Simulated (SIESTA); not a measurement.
# AlAu in SIESTA: the effect of basis

Crystal: AlAu.

```
CELL_PARAMETERS angstrom
3.22394 0.00000 0.00000
0.00000 3.22394 0.00000
0.00000 0.00000 3.22394
ATOMIC_POSITIONS crystal
Au 0.50000 0.50000 0.50000
Al 0.00000 0.00000 0.00000
```

The cell comes from a database or a generator and needn't be the stable form of this composition.

Alike in all runs:

| Property | Result |
| --- | --- |
| Program | SIESTA 5.4.2 |
| Task | band structure |
| Functional | PBEsol |
| Potentials or basis | PseudoDojo 0.4 standard (PBEsol files) |
| Grid cutoff | 800 Ry |
| Energy shift | 0.003 Ry |
| k mesh | 8 × 8 × 8 |
| Occupations | fermi-dirac, width 0.05 eV |
| Spin | no spin polarisation |

```csv
basis,pressure (GPa)
SZ,6.0
SZP,-4.8
DZ,?
DZP,-5.2
TZP,-5.2
TZDP,-5.6
```

Q: What does the run with basis DZ give?

A: Pressure -1.3 GPa.

Caveats: short orbitals over semicore shells can move pressures by several GPa; the basis of atomic orbitals isn't converged, which shifts pressures, moduli and gaps; the basis has no polarisation orbitals (some runs).
